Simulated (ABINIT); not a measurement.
As:

```
As
1.0
     1.82500   -5.50000    0.00000
     1.82500    5.50000    0.00000
     0.00000    0.00000    4.47000
As
4
Direct
  0.39000 0.61000 0.56000
  0.89000 0.11000 0.94000
  0.61000 0.39000 0.44000
  0.11000 0.89000 0.06000
```

This isn't the form of As at room conditions, which is rhombohedral.

```yaml
Program: ABINIT 10.8.3 (patched build)
Task: single point
Functional: PBE
Potentials_or_basis: JTH PAW PBE v2.0
Cutoff: 408 eV
k_mesh: 8 × 8 × 6
Occupations: fermi-dirac, width 0.05 eV
Spin: no spin polarisation
```

On this cell: pressure 3.0 GPa; largest force 0.133 eV/Å; band gap on the k mesh 0.07 eV, indirect (least direct gap 0.14 eV).

The same run follows on a disturbed copy (atoms moved at random, drawn with an rms of 0.05 Å):

```xyz
4
Lattice="1.8250 -5.5000 0.0000 1.8250 5.5000 0.0000 0.0000 0.0000 4.4700" Properties=species:S:1:pos:R:3 pbc="T T T"
As    1.7862    1.2539    2.4972
As    1.8101   -4.2969    4.2003
As    1.8447   -1.2418    1.9649
As    1.8373    4.2801    0.2545
```

**Question.** What does the disturbed cell give?

**Answer.** The energy moves by +3.2 meV/atom; pressure 2.1 GPa; largest force 0.375 eV/Å; band gap on the k mesh none (metal or under the smearing width).

Forces on the atoms (eV/Å):
```
As   0.196 -0.315  0.056
As  -0.102  0.146 -0.025
As  -0.089  0.322 -0.125
As  -0.004 -0.152  0.095
```

Stress tensor (GPa, compression positive):
```
 3.50  0.45 -0.49
 0.45  1.23  0.10
-0.49  0.10  1.58
```
